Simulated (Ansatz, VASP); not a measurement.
## Ni: VASP beside Ansatz

The input INCAR:

```
SYSTEM = Ni
ALGO = Normal ; EDIFF = 1E-6
ENCUT = 520 ; ISIF = 2
ISMEAR = -1 ; ISPIN = 2
LASPH = .True. ; LCHARG = .False.
LMAXMIX = 4 ; LORBIT = 11
LREAL = .False. ; LWAVE = .False.
MAGMOM = 1 ; NBANDS = 15
NELM = 150 ; PREC = Accurate
SIGMA = 0.05
```

File KPOINTS:

```
k-points
0
Gamma
  13 13 13
  0 0 0
```

File POSCAR:

```
Ni
1.0
   -1.3744285092      1.3744285092      1.3744285092
    1.3744285092     -1.3744285092      1.3744285092
    1.3744285092      1.3744285092     -1.3744285092
Ni
1
Direct
    0.0000000000      0.0000000000      0.0000000000
```

Contents of input.yaml:

```yaml
crystal:
  lattice:
    - [-1.3744285092, 1.3744285092, 1.3744285092]
    - [1.3744285092, -1.3744285092, 1.3744285092]
    - [1.3744285092, 1.3744285092, -1.3744285092]
  atoms:
    - { symbol: Ni, position: [0.0, 0.0, 0.0], spin: 1.0 }
hamiltonian:
  xc: lda
  pseudopotentials: { kind: paw }
magnetization:
  spin_polarized: true
kpoints:
  mp_grid: { grid: [13, 13, 13] }
scf:
  occupations: { method: fermi_dirac, width: 0.05 }
output:
  forces: true
  stress: true
  eigenvalues: true
```

This isn't the form of Ni at room conditions, which is fcc.

Alike in both runs: task single point; functional LDA; k mesh 13 × 13 × 13; occupations fermi-dirac, width 0.05 eV; collinear spin.

|  | VASP | Ansatz |
| --- | --- | --- |
| version | VASP 6.6.1 | Ansatz 0.2.0 |
| potentials or method | VASP PAW LDA potentials, release 64 (Ni) | Ansatz PAW |
| plane-wave cutoff (eV) | 520 | 420 |
| valence electrons in the cell | 10 | 18 |

|  | VASP | Ansatz | Ansatz less VASP |
| --- | --- | --- | --- |
| gap on the k mesh at the Fermi level (eV) | none | none | - |
| pressure (GPa) | -7.3 | -6.3 | +1.08 |
| net moment per atom (μB) | 0.26 | 0.52 | +0.254 |
| size of the moment on the site where the two differ most (μB) | 0.26 | 0.53 | +0.270 |

The net moments differ so much that the two runs ended in different magnetic states, which moves the other rows too. Site moments also hang on the region over which each program counts them. A gap of «none» marks a metal or a gap that the smearing closes. The two sets of potentials don't hold the same shells in valence.

Caveats: the PAW data sets come from PBE, with cores solved anew for the run's functional, which leaves a small shift of forces and pressure (Ansatz).
